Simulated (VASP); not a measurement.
# TiAl (P-6m2) in VASP: single point with HSE06

Aim: the single point of TiAl with HSE06.

Program: VASP 6.6.1. These are calculated values, not measurements. Logs are shortened: lines on timing, memory, paths and dates and some standing lists are left out, and cuts for length are marked.

**1. The structure**

It takes space group P-6m2 (No. 187, hexagonal). The conventional cell has a = 2.847 Å, b = 2.847 Å, c = 4.621 Å, α = 90.00°, β = 90.00°, γ = 120.00°. Ti (site symmetry -6m2) has 6 Al at 2.84 Å and 6 Ti at 2.85 Å as nearest neighbours. Around Al (site symmetry -6m2) lie 6 Ti at 2.84 Å and 6 Al at 2.85 Å.

The cell comes from a database or a generator and needn't be the stable form of this composition.

**2. Single point, HSE06**

Input file POSCAR:

```
TiAl
1.0
    2.8469800000      0.0000000000      0.0000000000
   -1.4234900000      2.4655600000      0.0000000000
    0.0000000000      0.0000000000      4.6212100000
Ti Al
1 1
Direct
    0.0000000000      1.0000000000      0.0000000000
    0.3333300000      0.6666700000      0.5000000000
```

Input file INCAR.step1:

```
ALGO = Normal
EDIFF = 1E-5
ENCUT = 520
GGA = PE
ISIF = 2
ISMEAR = 0
LASPH = True
LCHARG = False
LREAL = False
LWAVE = True
NELM = 100
PREC = Accurate
SIGMA = 0.1
```

Input file INCAR.step2:

```
ALGO = Normal
EDIFF = 1E-6
ENCUT = 520
GGA = PE
HFSCREEN = 0.2
ISIF = 2
ISMEAR = 0
ISTART = 1
LASPH = True
LCHARG = False
LHFCALC = True
LREAL = False
LWAVE = False
NELM = 100
PREC = Accurate
PRECFOCK = Fast
SIGMA = 0.1
```

Input file KPOINTS:

```
k-points
0
Gamma
  9 9 4
```

Potentials or basis: VASP PAW PBE potentials, release 64 (Ti_sv, Al).

Started as:

```
$ cat potpaw_PBE.64/Ti_sv/POTCAR potpaw_PBE.64/Al/POTCAR > POTCAR
$ cp INCAR.step1 INCAR
$ mpirun -np 1 vasp_std > vasp.out
$ cp INCAR.step2 INCAR
$ mpirun -np 1 vasp_std > vasp.out
```

OUTCAR:

```text
EDIFF = 1E-6
   ENCUT = 520
   GGA = PE
   HFSCREEN = 0.2
   ISIF = 2
   ISMEAR = 0
   ISTART = 1
   LASPH = True
   LHFCALC = True
   LREAL = False
   NELM = 100
   PREC = Accurate
   PRECFOCK = Fast

 ion  position               nearest neighbor table
   1  0.000  0.000  0.000-   2 2.84   2 2.84   2 2.84   2 2.84   2 2.84   2 2.84
   2  0.333  0.667  0.500-   1 2.84   1 2.84   1 2.84   1 2.84   1 2.84   1 2.84

  LATTYP: Found a hexagonal cell.
 ALAT       =     2.8469800000
 C/A-ratio  =     1.6231972125

  Lattice vectors:

 A1 = (   2.8469800000,   0.0000000000,   0.0000000000)
 A2 = (  -1.4234900000,   2.4655600000,   0.0000000000)
 A3 = (   0.0000000000,   0.0000000000,   4.6212100000)

Analysis of symmetry for initial positions (statically):
=====================================================================
 Subroutine PRICEL returns:
 Original cell was already a primitive cell.

 Routine SETGRP: Setting up the symmetry group for a
 hexagonal supercell.

 Subroutine GETGRP returns: Found  4 space group operations
 (whereof  4 operations were pure point group operations)
 out of a pool of 24 trial point group operations.

The static configuration has the point symmetry C_2v.

Analysis of symmetry for dynamics (positions and initial velocities):
=====================================================================
 Subroutine PRICEL returns:
 Original cell was already a primitive cell.

 Routine SETGRP: Setting up the symmetry group for a
 hexagonal supercell.

 Subroutine GETGRP returns: Found  4 space group operations
 (whereof  4 operations were pure point group operations)
 out of a pool of 24 trial point group operations.

The dynamic configuration has the point symmetry C_2v.

 Subroutine INISYM returns: Found  4 space group operations
 (whereof  4 operations are pure point group operations),
 and found     1 'primitive' translations

----------------------------------------------------------------------------------------

                                     Primitive cell

  volume of cell :      32.4381

  direct lattice vectors                    reciprocal lattice vectors
     2.846980000  0.000000000  0.000000000     0.351249394  0.202793686  0.000000000
    -1.423490000  2.465560000  0.000000000     0.000000000  0.405587372  0.000000000
     0.000000000  0.000000000  4.621210000     0.000000000  0.000000000  0.216393542

  length of vectors
     2.846980000  2.846982595  4.621210000     0.405587741  0.405587372  0.216393542

  position of ions in fractional coordinates (direct lattice)
     0.000000000  0.000000000  0.000000000
     0.333330000  0.666670000  0.500000000

  ion indices of the primitive-cell ions
   primitive index   ion index
                 1           1
                 2           2

----------------------------------------------------------------------------------------

 KPOINTS: k-points

Automatic generation of k-mesh.
 Grid dimensions read from file:
 generate k-points for:    9    9    4

 Generating k-lattice:

  Cartesian coordinates                     Fractional coordinates (reciprocal lattice)
     0.039027710  0.022532632  0.000000000     0.111111111  0.000000000  0.000000000
     0.000000000  0.045065264  0.000000000     0.000000000  0.111111111  0.000000000
     0.000000000  0.000000000  0.054098385     0.000000000  0.000000000  0.250000000

  Length of vectors
     0.045065305  0.045065264  0.054098385

  Shift w.r.t. Gamma in fractional coordinates (k-lattice)
     0.000000000  0.000000000  0.000000000

 Subroutine IBZKPT returns following result:
 ===========================================

 Found     75 irreducible k-points:

 Following reciprocal coordinates:
            Coordinates               Weight
  0.000000  0.000000  0.000000      1.000000
  0.111111  0.000000  0.000000      4.000000
 -0.111111  0.111111  0.000000      2.000000
  0.222222  0.000000  0.000000      4.000000
 -0.222222  0.222222  0.000000      2.000000
  0.333333  0.000000  0.000000      4.000000
[... 16 lines left out ...]
 -0.222222 -0.444444  0.000000      4.000000
  0.444444  0.333333  0.000000      4.000000
 [... further k-points ...]
   k-points           NKPTS =     75   k-points in BZ     NKDIM =    324   number of bands    NBANDS=     11
   number of dos      NEDOS =    301   number of ions     NIONS =      2
   total plane-waves  NPLWV =  20736
   dimension x,y,z NGX =    24 NGY =   24 NGZ =   36
   dimension x,y,z NGXF=    48 NGYF=   48 NGZF=   72
   ions per type =               1   1
   NGX,Y,Z   is equivalent  to a cutoff of  14.01, 14.01, 12.95 a.u.
   NGXF,Y,Z  is equivalent  to a cutoff of  28.03, 28.03, 25.90 a.u.
 SYSTEM =  unknown system
   PREC   = accura    normal or accurate (medium, high low for compatibility)
   ISTART =      1    job   : 0-new  1-cont  2-samecut
   ICHARG =      0    charge: 1-file 2-atom 10-const
   ISPIN  =      1    spin polarized calculation?
   LNONCOLLINEAR =      F non collinear calculations
   LSORBIT =      F    spin-orbit coupling
   LASPH  =      T    aspherical Exc in radial PAW
   ENCUT  =  520.0 eV  38.22 Ry    6.18 a.u.   5.29  5.29  8.59*2*pi/ulx,y,z
   NELM   =    100;   NELMIN=  2; NELMDL=  0     # of ELM steps
   EDIFF  = 0.1E-05   stopping-criterion for ELM
   LREAL  =      F    real-space projection
   EDIFFG = 0.1E-04   stopping-criterion for IOM
   NSW    =      0    number of steps for IOM
   IBRION =     -1    ionic relax: 0-MD 1-quasi-New 2-CG
   NFREE  =      0    steps in history (QN), initial steepest desc. (CG)
   ISIF   =      2    stress and relaxation
   ISYM   =      3    0-nonsym 1-usesym 2-fastsym
   POTIM  = 0.5000    time-step for ionic-motion
   TEBEG  =    0.0;   TEEND  =   0.0 temperature during run
   PSTRESS=    0.0 pullay stress
   NELECT =      15.0000    total number of electrons
   NUPDOWN=      -1.0000    fix difference up-down
   EMIN   =  10.00;   EMAX   =-10.00  energy-range for DOS
   EFERMI =   0.00;   METHOD = LEGACY
   ISMEAR =     0;   SIGMA  =   0.10  broadening in eV -4-tet -1-fermi 0-gaus
   EFERMI_NEDOS =   21; number of points for ismear=-14 and -15
   IALGO  =     38    algorithm
   IMIX   =      1    mixing-type and parameters
     AMIX     =   0.40;   BMIX     =  1.00
     AMIX_MAG =   1.60;   BMIX_MAG =  1.00
  volume/ion in A,a.u.               =      16.22       109.45
  Fermi-wavevector in a.u.,A,eV,Ry     =   1.265960  2.392318 21.805445  1.602655
  Thomas-Fermi vector in A             =   2.399186
   LORBIT       =      0    0 simple, 1 ext, 2 COOP (PROOUT), +10 PAW based schemes
   GGA     = PE    functional components
   LHFCALC =     T    Hartree Fock is set to
   PRECFOCK=fast      Normal, Fast or Accurate (Low or Medium for compatibility)
   ENCUT4O =  -1.0   cutoff for four orbital integrals eV
   NKREDX  =     1    reduce k-point grid by
   NKREDY  =     1    reduce k-point grid by
   NKREDZ  =     1    reduce k-point grid by
   AEXX    =    0.2500 exact exchange contribution
   HFSCREEN=    0.2000 screening length (either q_TF or 0.3 A-1)
   HFSCREENC=   0.2000 screening length for correlation (either q_TF or 0.3 A-1)
   ENCUTFOCK=  -1.0 apply spherical cutoff to Coloumb kernel
   IVDW    =     0    specifies the selected vdW correction
   LEPSILON=     F    determine dielectric tensor
   LRPA    =     F    only Hartree local field effects (RPA)
 non-spin polarized calculation
 Gauss-broadening in eV      SIGMA  =   0.10
  energy-cutoff  :      520.00
  volume of cell :       32.44
 maximum number of plane-waves:       885
 NGX is ok and might be reduce to    24
  NGX = 12; NGY = 12; NGZ = 20

 number of electron      15.0000005 magnetization

 Free energy of the ion-electron system (eV)
  ---------------------------------------------------
  ext. energy  EPLUGINS =         0.00000000
  ---------------------------------------------------
  free energy    TOTEN  =       -14.16796937 eV

  energy without entropy =      -14.15871470  energy(sigma->0) =      -14.16334204

 E-fermi :   8.0984     XC(G=0):  -9.0761

 val. band max:        8.0954498143   @ k =   0.3333   0.0000   0.5000
 cond. band min:       8.1065400404   @ k =   0.3333   0.3333   0.2500
 fundamental gap:      0.0110902261
 Fermi energy:         8.0984226908

 k-point     1 :       0.0000    0.0000    0.0000
  band No.  band energies     occupation
      1     -53.3012      2.00000
      2     -27.9837      2.00000
      3     -27.5105      2.00000
      4     -27.5105      2.00000
      5      -2.3500      2.00000
      6       5.0865      2.00000
      7       5.6993      2.00000
      8      10.0488      0.00000
      9      10.0489      0.00000
     10      11.8891      0.00000
     11      11.8891      0.00000

 k-point     2 :       0.1111    0.0000    0.0000
  band No.  band energies     occupation
      1     -53.2884      2.00000
      2     -27.9688      2.00000
      3     -27.5925      2.00000
      4     -27.5278      2.00000
      5      -1.9987      2.00000
      6       5.4729      2.00000
      7       5.7622      2.00000
      8       9.6520      0.00000
      9      10.3167      0.00000
     10      11.7907      0.00000
     11      11.9250      0.00000

 k-point     3 :      -0.1111    0.1111    0.0000
  band No.  band energies     occupation
      1     -53.2884      2.00000
      2     -27.9688      2.00000
      3     -27.5925      2.00000
      4     -27.5278      2.00000
      5      -1.9987      2.00000
      6       5.4729      2.00000
      7       5.7622      2.00000
      8       9.6520      0.00000
      9      10.3167      0.00000
     10      11.7907      0.00000
     11      11.9250      0.00000
[... 267 lines left out ...]
 k-point    23 :      -0.2222   -0.4444    0.0000
  band No.  band energies     occupation
      1     -53.1832      2.00000
      2     -28.0782      2.00000
      3     -27.8460      2.00000
      4     -27.8225      2.00000
      5       3.7596      2.00000
      6       6.0790      2.00000
      7       6.9022      2.00000
      8       7.1048      2.00000
      9       9.3094      0.00000
     10      10.9117      0.00000
     11      12.1703      0.00000

 k-point    24 :       0.4444    0.3333    0.0000
  band No.  band energies     occupation
      1     -53.1832      2.00000
      2     -28.0782      2.00000
      3     -27.8460      2.00000
      4     -27.8225      2.00000
      5       3.7596      2.00000
      6       6.0790      2.00000
      7       6.9022      2.00000
      8       7.1048      2.00000
      9       9.3094      0.00000
     10      10.9117      0.00000
     11      12.1703      0.00000

 [... further k-points ...]

------------------------ aborting loop because EDIFF is reached ----------------------------------------

  FORCE on cell =-STRESS in cart. coord.  units (eV):
  Direction    XX          YY          ZZ          XY          YZ          ZX
  --------------------------------------------------------------------------------------
  -------------------------------------------------------------------------------------
  Total        0.4760818      0.4755631      0.0856004     -0.0004503      0.0000000      0.0000000
  in kB       23.5145396     23.4889168      4.2279599     -0.0222394      0.0000000      0.0000000
  external PRESSURE =      17.0771388 kB  Pullay stress =       0.0000000 kB

 VOLUME and BASIS-vectors are now :
 -----------------------------------------------------------------------------
  energy-cutoff  :      520.00
  volume of cell :       32.44
      direct lattice vectors                 reciprocal lattice vectors
     2.846980000  0.000000000  0.000000000     0.351249394  0.202793686  0.000000000
    -1.423490000  2.465560000  0.000000000     0.000000000  0.405587372  0.000000000
     0.000000000  0.000000000  4.621210000     0.000000000  0.000000000  0.216393542

 POSITION                                       TOTAL-FORCE (eV/Angst)
 -----------------------------------------------------------------------------------
      0.00000      0.00000      0.00000        -0.000032      0.000018      0.000000
     -0.00001      1.64371      2.31060         0.000032     -0.000018      0.000000
 -----------------------------------------------------------------------------------
    total drift:                                0.000001      0.000003      0.000000

  FREE ENERGIE OF THE ION-ELECTRON SYSTEM (eV)
  ---------------------------------------------------
  free  energy   TOTEN  =       -14.1679693658 eV

  energy  without entropy=      -14.1587147047  energy(sigma->0) =      -14.16334204
```

It took 33 min on 1 thread of Intel Xeon 6975P-C (Granite Rapids), shared host; peak memory 0.3 GiB.

Results:

| Property | Result |
| --- | --- |
| Free energy | -14.1680 eV |
| Pressure | 1.7 GPa |
| Band gap on the k mesh | none (metal or under the smearing width) |

Stress tensor (GPa, compression positive):
```
2.35 0.00 0.00
0.00 2.35 0.00
0.00 0.00 0.42
```

Levels at points of the mesh, in eV from the Fermi level:
```csv
k point,band 4,band 5,band 6,band 7,band 8,band 9,band 10,band 11
"(0.00, 0.00, 0.00)",-35.61,-10.45,-3.01,-2.40,1.95,1.95,3.79,3.79
"(0.00, 0.00, 0.50)",-35.61,-9.35,-6.45,-0.61,1.97,1.97,3.70,3.70
```

Caveat: the PAW data sets were made with another functional, which shifts forces and pressure a little.
